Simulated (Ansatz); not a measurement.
Relaxed bulk Au:

```
CELL_PARAMETERS angstrom
1.43271 -2.57038 0.00000
1.43271 2.57038 0.00000
0.00000 0.00000 4.89213
ATOMIC_POSITIONS crystal
Au 0.66395 0.33605 0.25000
Au 0.33605 0.66395 0.75000
```

Miller indices refer to the conventional cell of Cmcm (No. 63), a = 2.865 Å, b = 5.141 Å, c = 4.892 Å, α = 90.00°, β = 90.00°, γ = 90.00°.

The (001) slab of 6 planes, 12.2 Å thick with 15 Å of vacuum as cut; outer planes Au (top) and Au (bottom).

These are results of DFT PBE, scalar-relativistic, plane waves, PAW in Ansatz 0.2.0, not measurements. Settings: cutoff 420 eV, Γ-centred mesh 14×13×1 on the computed 6-atom cell, Gaussian smearing of 0.10 eV; no spin polarisation. The cell repeats along c with a dipole correction in the vacuum.

With the atoms at the bulk's places:

| Quantity | Value |
| --- | --- |
| Surface energy (mean of both faces) | 0.67 J/m² |
| Work function | 5.17 eV |

Q: What changes when all atoms relax within this surface cell and its symmetry?

A: The energy falls by 0.002 J/m² a face, and the largest move is 0.02 Å.

```
Surface energy (mean of both faces) : 0.67 J/m²
Work function                       : 5.18 eV
```

```tsv
plane (bottom to top)	atoms	spacing to next, bulk (Å)	relaxed (Å)	change (%)
1	Au	2.446	2.469	+0.9
2	Au	2.446	2.446	0.0
3	Au	2.446	2.438	-0.3
4	Au	2.446	2.446	0.0
5	Au	2.446	2.469	+0.9
6	Au
```

Spin-orbit coupling is left out, which matters for the bands of heavy elements.

The reference crystal is a form of Au, which isn't its usual structure.